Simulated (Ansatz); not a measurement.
# Polarity and tunnelling in Hf/GaN/Mg, part 3 of 6

Both polarities of the barrier in Hf/GaN/Mg, relaxed and compared. The lower electrode is Hf hcp(0001), the upper one Mg hcp(0001); the barrier is GaN zinc blende(111) (whole bilayers). In the first transport cell, after relaxation, the nearest pair of electrode and barrier is Hf–N at 2.10 Å, along the normal, at the lower face and Mg–Ga at 3.05 Å, at a slant, at the upper one. All share a net of side 3.209 Å, which strains the lower electrode by +0.3 %, the upper one by +0.6 % and the barrier by -0.3 %, against typed lattice constants near PBE's. The first steps treat the bulk electrodes alone.

Ansatz 0.2.0; PBE DFT, plane waves, PAW files (the session's first sound run).

So far. Step 4 (Relaxing the interfaces, box 44.3 Å, polarity N face on …): The largest force component on a free atom ends at 0.0093 eV/Å. At one or more of this run's solves the program warned of density in the dipole ramp over its bound, where dipole, forces and levels can be off.

### 5. T(E) of the junction, polarity N face on the lower electrode, gap between the electrodes 13.16 Å

This step: PBE DFT, plane waves, PAW files; ballistic transmission by layer matching between semi-infinite leads (Ansatz 0.2.0).

System of this step: Hf/GaN/Mg. The cell holds 30 atoms: 11 Hf, 4 N, 4 Ga and 11 Mg. Cell: a = 3.209 Å, b = 3.209 Å, c = 78.362 Å, α = 90.0°, β = 90.0°, γ = 120.0°. Regions: left electrode, 11 atoms (11 Hf); barrier, 8 atoms (4 N and 4 Ga); right electrode, 11 atoms (11 Mg). Vacuum lies along c.

The relaxed core is set between ideal electrode layers (this cell holds 8 atomic planes between the electrodes; where that differs from the relaxed slab, whole periods were copied in or cut out without a new relaxation), which the solver continues as semi-infinite leads. A wide energy window on a coarse mesh (12×12) shows where the Fermi level lies against the barrier's bands; the projected density of states shows how far the metals' states reach in.

File input.yaml:

```yaml
crystal:
  lattice:
    - [3.209, 0.0, 0.0]
    - [-1.6045, 2.7790755207, 0.0]
    - [0.0, 0.0, 78.3623434658]
  atoms:
    - { symbol: Hf, position: [0.33333333, 0.66666667, 0.08932862] }
    - { symbol: Hf, position: [0.0, 0.0, 0.1216700687] }
    - { symbol: Hf, position: [0.33333333, 0.66666667, 0.1540115173] }
    - { symbol: Hf, position: [0.0, 0.0, 0.186352966] }
    - { symbol: Hf, position: [0.33333333, 0.66666667, 0.2186944147] }
    - { symbol: Hf, position: [0.0, 0.0, 0.2510358634] }
    - { symbol: Hf, position: [0.33333333, 0.66666667, 0.283377312] }
    - { symbol: Hf, position: [0.0, 0.0, 0.3157187607] }
    - { symbol: Hf, position: [0.33333333, 0.66666667, 0.3480602094] }
    - { symbol: Hf, position: [0.0, 0.0, 0.3804016581] }
    - { symbol: Hf, position: [0.33333333, 0.66666667, 0.4133792676] }
    - { symbol: "N", position: [0.33333333, 0.66666667, 0.4402060278] }
    - { symbol: Ga, position: [0.66666667, 0.33333333, 0.448775327] }
    - { symbol: "N", position: [0.66666667, 0.33333333, 0.4737175399] }
    - { symbol: Ga, position: [0.0, 0.0, 0.4823723982] }
    - { symbol: "N", position: [0.0, 0.0, 0.5072694143] }
    - { symbol: Ga, position: [0.33333333, 0.66666667, 0.5159599057] }
    - { symbol: "N", position: [0.33333333, 0.66666667, 0.5408683054] }
    - { symbol: Ga, position: [0.66666667, 0.33333333, 0.5502967164] }
    - { symbol: Mg, position: [0.0, 0.0, 0.5812688932] }
    - { symbol: Mg, position: [0.33333333, 0.66666667, 0.6143356802] }
    - { symbol: Mg, position: [0.0, 0.0, 0.6472618691] }
    - { symbol: Mg, position: [0.33333333, 0.66666667, 0.680188058] }
    - { symbol: Mg, position: [0.0, 0.0, 0.7131142468] }
    - { symbol: Mg, position: [0.33333333, 0.66666667, 0.7460404357] }
    - { symbol: Mg, position: [0.0, 0.0, 0.7789666246] }
    - { symbol: Mg, position: [0.33333333, 0.66666667, 0.8118928134] }
    - { symbol: Mg, position: [0.0, 0.0, 0.8448190023] }
    - { symbol: Mg, position: [0.33333333, 0.66666667, 0.8777451912] }
    - { symbol: Mg, position: [0.0, 0.0, 0.91067138] }
kpoints:
  mp_grid: { grid: [12, 12, 1] }
scf:
  occupations: { method: fermi_dirac, width: 0.1 }
  max_iter: 150
hamiltonian:
  xc: pbe
output:
  transmission:
    kmesh: [12, 12]
    e_range: [-3, 3]
    de: 0.1
    leads: [[4, 6], [24, 26]]
  dos: { projected: true, e_range: [-6, 5], de: 0.05 }
  write_potential: true
  write_density: true
  volumetric_format: npy
  elf: true
```

Command:

```sh
> ansatz run input.yaml --threads 4 --pin off --max-ram 10240MiB --backend cpu --events-out ev --progress --plain --runs-dir out
```

Numbers of over 12 decimals in the logs are rounded to 6 here.

The log of the run:

```text
[...]
Crystal: 30 atoms, lattice volume = 698.840 Å³
Basis set: ecut = 420 eV, 13881 PW (Γ)
Bands: 281, of which v1, the nominal top of the filled ones, is band 234 counted from 1 (233 counted from 0)
Symmetry: 6 space group operations
[...]
k-points: 19 of 144 (time reversal used)
[...]
SCF iter   1: F=—  HF=-210767.992738 eV  |F-HF|=—  |Δ(HF+E_count)|=         —  Δρ=1.24e-2  dr2=9.41e2  ethr=1.77e-3  ⟨swp⟩=6.4  Hψ=22001  notcnv=0  defer=94
[...]
SCF iter  11: F=-210766.743688 eV  HF=-210766.743688 eV  |F-HF|=2.12e-8  |Δ(HF+E_count)|=   2.96e-8  Δρ=1.12e-6  dr2=3.56e-8  ethr=2.14e-11  ⟨swp⟩=14.3  Hψ=21282  notcnv=0
SCF 1 converged in 11 iterations: F = -210766.743688 eV  dr2 = 3.56e-8
[...]
transmission: 140 of 1387 steps passed
transmission: 278 of 1387 steps passed
[...]
transmission: 1387 of 1387 steps passed
WARN: The output density's exchange-correlation potential varies sharply where the density is thin. Do not read a vacuum level from v_tot or v_xc, or from such a field of the output density. On a cell that repeats whose density bears no net charge and no dipole along the vacuum's axis use v_es (v_loc + v_h of the components); under efield.dipole_correction with no amplitude use v_es + v_field, which holds any externa [...]
SCF converged after 11 iterations
Free energy (F): -210766.743688 eV
[...]
Internal energy: -210766.192307 eV  (E = F + TS)
E sigma→0 (E₀):  -210766.467997 eV
Entropy (-TS):   -0.551380 eV (-18.379 meV/atom)
Fermi energy:    9.927589 eV
[...]
--- Band table (eV; the first three rows and the last of 19) ---
  k-point 0: bands = [... 230 lower, 10.2922, 10.3192, 10.5000, 10.5638, 10.8188, 10.9089, 10.9089, 10.9176, ... 43 higher]
  k-point 1: bands = [... 230 lower, 10.1733, 10.2479, 10.4952, 10.5120, 10.6202, 10.6433, 10.6756, 10.7196, ... 43 higher]
  k-point 2: bands = [... 230 lower, 9.9327, 9.9650, 10.0161, 10.0527, 10.1177, 10.2294, 10.3206, 10.5171, ... 43 higher]
  k-point 18: bands = [... 230 lower, 9.6588, 9.7298, 9.7307, 9.7849, 9.7863, 9.8242, 9.8922, 9.8982, ... 43 higher]
--- Transmission ---
  basis      : 85 plane waves across, 73 finite elements along
  points     : 19, standing for a mesh of 12 x 12
  energies   : 61 from -3.000000 to 3.000000 eV about the Fermi level, 0.100000 eV apart; the leads are filled to 0.000000 eV, and channels, transmission and decay are at 0.000000 eV
  crystal 0  : Hf2, at the sites [4, 6], period 5.0687 Å, over 25.34 Å; its Hamiltonian steps by up to 87.9 meV: too much for a lead, lay more layers or, if its atoms are ordered, name the step of that order
    offset         : up to 0.0000 Å between an atom of the period and one for which it stands
    channels       : 7.083333e-1 a spin
    conductance    : none, the energies end too early or step too widely for 300 K: set another output.transmission.e_range or a lower de, or, where they end at an eighth of basis.ecutwfc, a higher one
    slowest decay  : 0.1044 /Å at (0.1667, 0.0833)
  crystal 1  : Mg2, at the sites [24, 26], period 5.1603 Å, over 25.80 Å; its Hamiltonian steps by up to 8.2 meV
[...]
channels       : 7.986111e-1 a spin
[...]
slowest decay  : 0.0046 /Å at (0.2500, 0.0833)
  junction   : crystal 0 to crystal 1, 19.10 to 55.29 Å
    transmission   : 1.858960e-3 a spin
[...]
```

Run time: 6.8 min. Hardware: 4 threads of Arm Neoverse V1, shared host; peak memory 6.2 GiB; 27 min of CPU time.

This step gave:

```yaml
free_energy: -210766.7437 eV
fermi_energy: 9.928 eV
level_to_which_the_leads_are_filled: 0 eV from the Fermi level
transmission_at_the_fermi_level_a_spin_zone_mean: 0.001859
channels_of_the_lower_lead: 0.7083
channels_of_the_upper_lead: 0.7986
potential_step_in_the_lower_lead: 87.9 meV
potential_step_in_the_upper_lead: 8.2 meV
```

One spin. Table of transmission, zone mean by energy, zero at the Fermi level:

```
energy (eV)  transmission, zone mean
      -3.00                    0.379
      -2.80                    0.200
      -2.70                    0.215
      -2.60                    0.201
      -2.40                   0.0635
      -2.20                  0.00216
      -2.00                   7.6e-4
      -1.80                  0.00131
      -1.60                  0.00257
      -1.30                  0.00315
      -1.10                  0.00393
      -0.90                  0.00404
      -0.70                  0.00114
      -0.50                   6.7e-4
      -0.30                  0.00110
      -0.10                  0.00221
       0.00                  0.00186
       0.10                  0.00175
       0.30                  0.00132
       0.50                  0.00206
       0.70                  0.00568
       0.90                  0.00730
       1.10                   0.0145
       1.30                   0.0227
       1.60                  0.00683
       1.80                  0.00717
       2.00                  0.00420
       2.20                  0.00101
       2.40                  0.00629
       2.50                   0.0738
       2.60                   0.0239
       2.80                   0.0189
       3.00                   0.0222
```

One spin. The open channels, zone mean by energy, zero at the Fermi level:

```
energy (eV)  lower lead  upper lead
      -3.00       0.854       0.757
      -2.80       0.812       0.757
      -2.70       0.792       0.840
      -2.50       0.708       0.840
      -2.40       0.708       0.840
      -2.20       0.458       0.840
      -2.00       0.535       0.965
      -1.90       0.410       0.965
      -1.70       0.368        1.05
      -1.50       0.785        1.04
      -1.40       0.882           1
      -1.20        1.06        1.04
      -1.10        1.52        1.01
      -0.90        1.60        1.01
      -0.70        1.21       0.715
      -0.60       0.875       0.799
      -0.40       0.417       0.840
      -0.20       0.736        1.09
      -0.10       0.569       0.799
       0.00       0.708       0.799
       0.10        0.75       0.924
       0.20       0.875       0.896
       0.40        1.10       0.812
       0.60        1.47        1.23
       0.70        1.51        1.27
       0.90        1.42        1.35
       1.10        1.12        1.23
       1.20        1.19        1.23
       1.40       0.896        1.27
       1.50        1.06        1.23
       1.70        1.24        1.34
       1.90        1.16        1.34
       2.00        1.02        1.34
       2.20        1.03        1.42
       2.40       0.951        1.55
       2.50        1.03        1.55
       2.70        1.09        1.49
       2.80        1.13        1.57
       3.00        1.09        1.44
```

Transmission over k1 and k2. At 0.0000 eV from the Fermi level.

Ten even steps from '0' (0.00 × 1e-2) to '9' (2.81 × 1e-2):
```
000000000000
000000000000
000000000000
000013100000
000039930000
000019591000
000003993000
000000131000
000000000000
000000000000
000000000000
000000000000
```
Columns: k1 (b1) from -0.5 to 0.417; rows upwards: k2 (b2) from -0.5 to 0.417.

Open channels of the lower lead over k1 and k2. At 0.0000 eV from the Fermi level.

Values, 12 rows by 12 columns:
```
0.00 0.00 0.00 0.00 0.00 0.00 0.00 0.00 2.00 2.00 2.00 2.00
2.00 0.00 0.00 0.00 0.00 0.00 0.00 0.00 2.00 2.00 2.00 2.00
2.00 0.00 0.00 0.00 0.00 0.00 0.00 0.00 0.00 2.00 2.00 2.00
2.00 0.00 0.00 0.00 1.00 1.00 1.00 0.00 0.00 0.00 2.00 2.00
0.00 0.00 0.00 0.00 1.00 2.00 2.00 1.00 0.00 0.00 0.00 0.00
0.00 0.00 0.00 0.00 1.00 2.00 2.00 2.00 1.00 0.00 0.00 0.00
0.00 0.00 0.00 0.00 0.00 1.00 2.00 2.00 1.00 0.00 0.00 0.00
2.00 2.00 2.00 0.00 0.00 0.00 1.00 1.00 1.00 0.00 0.00 0.00
2.00 2.00 2.00 2.00 0.00 0.00 0.00 0.00 0.00 0.00 0.00 0.00
2.00 2.00 2.00 2.00 2.00 0.00 0.00 0.00 0.00 0.00 0.00 0.00
0.00 2.00 2.00 2.00 2.00 0.00 0.00 0.00 0.00 0.00 0.00 0.00
0.00 0.00 2.00 2.00 2.00 0.00 0.00 0.00 2.00 2.00 2.00 0.00
```
Columns: k1 (b1) from -0.5 to 0.417; rows upwards: k2 (b2) from -0.5 to 0.417.

Open channels of the upper lead over k1 and k2. At 0.0000 eV from the Fermi level.

Ten even steps from '0' (0.00) to '9' (3.00):
```
603333066006
033000330090
330033003300
030333330306
630333333036
603033333030
663033333303
060303333303
300330033003
009003300033
660066033330
660306660306
```
Columns: k1 (b1) from -0.5 to 0.417; rows upwards: k2 (b2) from -0.5 to 0.417.

Projected DOS an atom over height of the atomic layer and energy from the Fermi level. Layers: Hf Hf Hf Hf Hf Hf Hf Hf Hf Hf Hf N Ga N Ga N Ga N Ga Mg Mg Mg Mg Mg Mg Mg Mg Mg Mg Mg; projections on atoms miss part of the total, and the computed bands can run out at the top of the range; a column is the mean of 2 neighbouring layers, the last of those left over.

Values in states/eV, 22 rows by 15 columns, each cell a mean:
```
0.64 0.60 0.64 0.59 0.63 0.40 0.17 0.17 0.22 0.17 0.02 0.01 0.02 0.02 0.02
0.69 0.65 0.73 0.68 0.74 0.58 0.37 0.37 0.35 0.22 0.04 0.03 0.03 0.03 0.04
0.89 0.59 0.58 0.65 0.57 0.64 0.47 0.41 0.30 0.21 0.07 0.06 0.06 0.06 0.06
0.96 0.59 0.60 0.59 0.52 0.56 0.36 0.36 0.26 0.21 0.07 0.06 0.06 0.06 0.06
0.88 0.65 0.63 0.62 0.60 0.51 0.20 0.23 0.21 0.21 0.07 0.06 0.08 0.07 0.06
1.11 0.70 0.66 0.64 0.68 0.40 0.09 0.08 0.12 0.22 0.10 0.10 0.08 0.08 0.09
1.08 1.19 1.17 1.20 1.18 0.42 0.06 0.05 0.09 0.18 0.08 0.09 0.10 0.10 0.11
1.37 1.49 1.46 1.47 1.58 0.84 0.10 0.03 0.07 0.18 0.12 0.08 0.08 0.10 0.11
1.54 1.45 1.57 1.57 1.50 0.93 0.09 0.02 0.05 0.15 0.12 0.16 0.14 0.15 0.16
1.39 1.25 1.25 1.23 1.16 0.66 0.06 0.02 0.06 0.21 0.14 0.16 0.16 0.13 0.14
1.31 0.71 0.65 0.65 0.77 0.46 0.03 0.01 0.07 0.22 0.15 0.14 0.14 0.15 0.14
1.28 1.44 1.40 1.39 1.54 0.47 0.02 0.02 0.08 0.22 0.13 0.13 0.13 0.14 0.17
1.30 1.10 1.15 1.14 0.97 0.43 0.02 0.04 0.14 0.24 0.23 0.21 0.22 0.21 0.27
0.55 0.76 0.80 0.81 0.72 0.27 0.08 0.19 0.34 0.27 0.30 0.27 0.27 0.29 0.31
0.86 0.94 0.89 0.90 0.97 0.63 0.40 0.48 0.54 0.27 0.24 0.26 0.26 0.26 0.30
0.74 0.70 0.73 0.71 0.74 0.80 0.60 0.62 0.60 0.27 0.29 0.30 0.29 0.29 0.31
0.62 0.72 0.70 0.71 0.66 0.72 0.68 0.76 0.58 0.28 0.27 0.30 0.30 0.29 0.29
0.40 0.50 0.52 0.51 0.46 0.72 0.62 0.64 0.59 0.28 0.24 0.24 0.24 0.25 0.26
0.25 0.29 0.29 0.30 0.29 0.73 0.52 0.58 0.55 0.25 0.27 0.28 0.28 0.29 0.24
0.19 0.22 0.21 0.21 0.22 0.61 0.50 0.47 0.46 0.25 0.24 0.23 0.23 0.23 0.21
0.14 0.15 0.15 0.14 0.15 0.56 0.54 0.37 0.25 0.14 0.19 0.19 0.19 0.19 0.17
0.11 0.13 0.14 0.14 0.13 0.42 0.33 0.22 0.17 0.12 0.17 0.17 0.17 0.17 0.15
```
Columns: height of the atomic layer (Å) from 8.27 to 70.1 (not evenly spaced); rows upwards: energy from the Fermi level (eV) from -6 to 5.

Valence density in the ca plane at fractional y = 0.667, with atoms of Hf and N and Ga and Mg within 0.2 Å of it. It is the smooth field of the valence electrons, not physical close to the nuclei.

Ten steps, logarithmic in the rise over the least value, from '0' (0 e/Å³) to '9' (24 e/Å³), each cell a mean:
```
11222110112110000111100000000000000000000000
11222110112110000111110000000000000000000000
01111100111211011221100000000000000000000000
00000000012442123432100000000001442000000000
00000000025995235542100000000004896100000000
00000000025995235552100000000004896100000000
00000000013553224432100000000001553000000000
00111100012211011221100000000000000000000000
```
Columns run along c (16.0 Å, from fractional 0.46 to 0.67 of the cell), rows up along a (3.2 Å). Atoms in or near the plane, at fractional coordinates: Ga at (0.52, 0.33), N at (0.54, 0.33), Mg at (0.61, 0.33).

ELF in the ca plane at fractional y = 0.667, with atoms of Hf and N and Ga and Mg within 0.2 Å of it. It is the smooth field of the valence electrons, not physical close to the nuclei.

Values, 5 rows by 16 columns, each cell a mean:
```
0.25 0.38 0.21 0.25 0.35 0.31 0.16 0.17 0.20 0.31 0.55 0.21 0.42 0.53 0.10 0.16
0.25 0.26 0.20 0.20 0.27 0.28 0.15 0.41 0.30 0.22 0.44 0.19 0.33 0.37 0.17 0.44
0.77 0.37 0.49 0.51 0.29 0.74 0.45 0.70 0.65 0.08 0.12 0.08 0.15 0.12 0.31 0.69
0.82 0.44 0.60 0.65 0.34 0.81 0.54 0.60 0.66 0.07 0.05 0.05 0.14 0.10 0.31 0.56
0.44 0.24 0.27 0.26 0.24 0.43 0.23 0.61 0.45 0.14 0.31 0.16 0.25 0.26 0.25 0.64
```
Columns run along c (16.0 Å, from fractional 0.34 to 0.55 of the cell), rows up along a (3.2 Å). Atoms in or near the plane, at fractional coordinates: Hf at (0.35, 0.33), Hf at (0.41, 0.33), N at (0.44, 0.33), Ga at (0.52, 0.33), N at (0.54, 0.33).

Electrostatic potential energy in the ca plane at fractional y = 0.667, with atoms of Hf and N and Ga and Mg within 0.2 Å of it. With pseudopotentials it is smooth inside the atoms' cores, unlike the true potential.

Ten even steps from '0' (-32 eV) to '9' (12 eV), each cell a mean:
```
99877789999999999877899987789999999999887899
99877789999999999877789987789999999999887899
99988899998778999988899998889998888999988899
99999999986446896579999999999987436899999999
99999999964444760028999999999983001799999999
99999999864444660018999999999973001689999999
99999999985445885369999999999986225899999999
99988899998778999988999998899998778999988899
```
Columns run along c (16.0 Å, from fractional 0.46 to 0.67 of the cell; values clipped at the 3rd and 97th percentile), rows up along a (3.2 Å). Atoms in or near the plane, at fractional coordinates: Ga at (0.52, 0.33), N at (0.54, 0.33), Mg at (0.61, 0.33).

At the Fermi level the transmission is 0.0019, as a zone mean for one spin on this coarse mesh. At the Fermi level the layers of this cell's barrier hold from 0.0066 to 0.16 states an eV and atom. In the worse lead the potential repeats within 88 meV, which the program flags as too much for a lead, so G carries that doubt.

(Part 3 of 6 ends here.)

[Logs are printed without paths, hosts, clocks, repeated set-up lines and the standing remarks that a program may print on its own settings, such as how far it seeks lower states.]

[Hosts, paths, dates, database ids (printed as entryN), source tags and the programs' standing remarks are cut or masked in the printed files.]
